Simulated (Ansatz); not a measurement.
Crystal: TiAl.

```xyz
2
Lattice="2.8673 0.0000 0.0000 -1.4336 2.4831 0.0000 0.0000 0.0000 4.6781" Properties=species:S:1:pos:R:3 pbc="T T T"
Ti    0.0000    0.0000    0.0000
Al    0.0000    1.6554    2.3390
```

The cell comes from a database or a generator and needn't be the stable form of this composition.

```yaml
Program: Ansatz 0.2.0
Task: single point
Functional: PBE
Potentials_or_basis: Ansatz PAW
Cutoff: "420 eV (not typed: the program's choice for these potentials)"
k_mesh: 11 × 11 × 6
Occupations: fermi-dirac, width 0.05 eV
Spin: no spin polarisation
```

On this cell: pressure 0.3 GPa; largest force under 0.003 eV/Å; band gap on the k mesh none (metal or under the smearing width).

The same run follows on a disturbed copy (atoms moved at random, drawn with an rms of 0.05 Å):

```
Ti Al
1.0
     2.86726    0.00000    0.00000
    -1.43363    2.48312    0.00000
     0.00000    0.00000    4.67808
Ti Al
1 1
Cartesian
  -0.0349 0.0121 0.0529
  0.0481 1.6455 2.4154
```

Problem. What does the disturbed cell give?

Solution. The energy (extrapolated to zero smearing) moves by +4.3 meV/atom; pressure 0.3 GPa; largest force 0.225 eV/Å; band gap on the k mesh none (metal or under the smearing width).

Forces on the atoms (eV/Å):
```
Ti   0.153 -0.027  0.163
Al  -0.153  0.027 -0.163
```

Stress tensor (GPa, compression positive):
```
 0.53  1.32  0.07
 1.32  1.29 -0.01
 0.07 -0.01 -0.77
```
